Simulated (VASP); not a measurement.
A run of VASP 6.6.1 is set up as follows.

Contents of INCAR:

```
SYSTEM = K3Br
PREC = Accurate ; ENCUT = 520
EDIFF = 1E-7 ; ISMEAR = 0
SIGMA = 0.1 ; LREAL = .False.
LASPH = .True. ; NELM = 100
ALGO = Normal ; ISIF = 2
LWAVE = .False. ; LCHARG = .False.
GGA = PE ; NBANDS = 25
```

KPOINTS

```
regular mesh
0
Gamma
  6 6 4
  0 0 0
```

Contents of POSCAR:

```
K3Br
1.0
    5.4458586500      0.0000000000      0.0000000000
   -2.7229293300      4.7162519400      0.0000000000
    0.0000000000      0.0000000000      5.7475386400
K Br
3 1
Direct
    0.0000000000      0.0000000000      0.5000000000
    0.3333333300      0.6666666700      0.0000000000
    0.6666666700      0.3333333300      0.0000000000
    0.0000000000      0.0000000000      0.0000000000
```

Potentials or basis: VASP PAW PBE potentials, release 64 (K_sv, Br).

Command:

```bash
$ cat potpaw_PBE.64/K_sv/POTCAR potpaw_PBE.64/Br/POTCAR > POTCAR
$ mpirun -np 1 vasp_std > vasp.out
```

**Question.** Predict the band gap on the k mesh.

**Answer.** None (metal or under the smearing width).

**Question.** Estimate the pressure.

**Answer.** 6.7 GPa.

Stress tensor (GPa, compression positive):
```
6.76 0.00 0.00
0.00 6.76 0.00
0.00 0.00 6.49
```
